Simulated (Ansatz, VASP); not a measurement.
## Li2Se: VASP beside Ansatz

The input INCAR:

```
PREC = Accurate ; ENCUT = 500
EDIFF = 1E-6 ; ISMEAR = -1
SIGMA = 0.05 ; LREAL = False
LASPH = True ; NELM = 80
ALGO = Normal ; ISIF = 2
LWAVE = False ; LCHARG = False
GGA = PE ; NBANDS = 11
```

The input KPOINTS:

```
regular mesh
0
Gamma
  8 8 8
```

File POSCAR:

```
Li2Se
1.0
    0.0000000000      3.0025000000      3.0025000000
    3.0025000000      0.0000000000      3.0025000000
    3.0025000000      3.0025000000      0.0000000000
Se Li
1 2
Direct
    0.0000000000      0.0000000000      0.0000000000
    0.7500000000      0.7500000000      0.7500000000
    0.2500000000      0.2500000000      0.2500000000
```

The input KPOINTS_OPT:

```
path GXWKGLUWLK,UX
20
line-mode
reciprocal
 0.0000000000  0.0000000000  0.0000000000  G
 0.5000000000  0.0000000000  0.5000000000  X

 0.5000000000  0.0000000000  0.5000000000  X
 0.5000000000  0.2500000000  0.7500000000  W

 0.5000000000  0.2500000000  0.7500000000  W
 0.3750000000  0.3750000000  0.7500000000  K

 0.3750000000  0.3750000000  0.7500000000  K
 0.0000000000  0.0000000000  0.0000000000  G

 0.0000000000  0.0000000000  0.0000000000  G
 0.5000000000  0.5000000000  0.5000000000  L

 0.5000000000  0.5000000000  0.5000000000  L
 0.6250000000  0.2500000000  0.6250000000  U

 0.6250000000  0.2500000000  0.6250000000  U
 0.5000000000  0.2500000000  0.7500000000  W

 0.5000000000  0.2500000000  0.7500000000  W
 0.5000000000  0.5000000000  0.5000000000  L

 0.5000000000  0.5000000000  0.5000000000  L
 0.3750000000  0.3750000000  0.7500000000  K

 0.6250000000  0.2500000000  0.6250000000  U
 0.5000000000  0.0000000000  0.5000000000  X
```

input.yaml

```yaml
crystal:
  lattice:
    - [0.0, 3.0025, 3.0025]
    - [3.0025, 0.0, 3.0025]
    - [3.0025, 3.0025, 0.0]
  atoms:
    - { symbol: Se, position: [0.0, 0.0, 0.0] }
    - { symbol: Li, position: [0.75, 0.75, 0.75] }
    - { symbol: Li, position: [0.25, 0.25, 0.25] }
hamiltonian:
  xc: pbe
  pseudopotentials: { kind: paw }
kpoints:
  mp_grid: { grid: [8, 8, 8] }
  band_path:
    path:
      - [[0.0, 0.0, 0.0], [0.5, 0.0, 0.5], [0.5, 0.25, 0.75], [0.375, 0.375, 0.75], [0.0, 0.0, 0.0], [0.5, 0.5, 0.5], [0.625, 0.25, 0.625], [0.5, 0.25, 0.75], [0.5, 0.5, 0.5], [0.375, 0.375, 0.75]]
      - [[0.625, 0.25, 0.625], [0.5, 0.0, 0.5]]
    npoints: 14
scf:
  occupations: { method: fermi_dirac, width: 0.05 }
  n_extra_bands: 7
output:
  forces: true
  stress: true
  eigenvalues: true
  fatbands: true
```

Alike in both runs: task band structure; functional PBE; k mesh 8 × 8 × 8; occupations fermi-dirac, width 0.05 eV; no spin polarisation.

|  | VASP | Ansatz |
| --- | --- | --- |
| version | VASP 6.6.1 | Ansatz 0.2.0 |
| potentials or method | VASP PAW PBE potentials, release 64 (Se, Li) | Ansatz PAW |
| plane-wave cutoff (eV) | 500 | 420 |
| valence electrons in the cell | 8 | 22 |

Ansatz gave:

```
gap on the k mesh at the Fermi level (eV) : 2.98
least direct gap on the mesh (eV)         : 3.38
gap along the band path (eV)              : 2.98
pressure (GPa)                            : 0.0
```

Estimate VASP's values.

gap on the k mesh at the Fermi level (eV): 2.98; least direct gap on the mesh (eV): 3.38; gap along the band path (eV): 2.98; pressure (GPa): 0.2.

The functional is the same, so the differences come from potentials, cutoffs and numerics. The two sets of potentials don't hold the same shells in valence.

As with any semilocal functional, this PBE gap is likely too small.
